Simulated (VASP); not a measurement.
Input of a VASP 6.6.1 run:

INCAR

```
PREC = Accurate ; ENCUT = 600
EDIFF = 1E-6 ; ISMEAR = 0
SIGMA = 0.03 ; LREAL = False
LASPH = True ; NELM = 80
ALGO = Normal ; ISIF = 3
LWAVE = False ; LCHARG = False
GGA = PE ; IVDW = 12
IBRION = 2 ; NSW = 90
EDIFFG = -0.01 ; KPAR = 2
```

The input KPOINTS:

```
Automatic mesh
0
Gamma
  4 8 6
```

Contents of POSCAR:

```
GeSe
1.0
   10.7900000000      0.0000000000      0.0000000000
    0.0000000000      3.8200000000      0.0000000000
    0.0000000000      0.0000000000      4.3800000000
Ge Se
4 4
Direct
    0.1210000000      0.7500000000      0.8940000000
    0.6210000000      0.7500000000      0.6060000000
    0.3790000000      0.2500000000      0.3940000000
    0.8790000000      0.2500000000      0.1060000000
    0.8520000000      0.7500000000      0.4970000000
    0.3520000000      0.7500000000      0.0030000000
    0.6480000000      0.2500000000      0.9970000000
    0.1480000000      0.2500000000      0.5030000000
```

Potentials or basis: VASP PAW PBE potentials, release 64 (Ge_d, Se).

Run with:

```console
$ cat potpaw_PBE.64/Ge_d/POTCAR potpaw_PBE.64/Se/POTCAR > POTCAR
$ mpirun -np 2 vasp_std > vasp.out
```

Q: What does it give for the space group after relaxing (to 0.05 Å)?

A: Pnma (No. 62).

Q: Estimate the dispersion energy per atom.

A: -0.358 eV.

Q: Estimate the relaxed cell.

A: a = 10.960 Å, b = 3.882 Å, c = 4.423 Å, α = 90.00°, β = 90.00°, γ = 90.00°.

Q: Estimate the relaxed volume.

A: 23.52 Å³/atom.

Forces on the atoms (eV/Å):
```
Ge   0.007  0.000 -0.007
Ge   0.007  0.000  0.007
Ge  -0.007  0.000 -0.007
Ge  -0.007  0.000  0.007
Se   0.005  0.000  0.007
Se   0.005  0.000 -0.007
Se  -0.005  0.000  0.007
Se  -0.005  0.000 -0.007
```

Zero-point motion and thermal expansion aren't in these numbers.
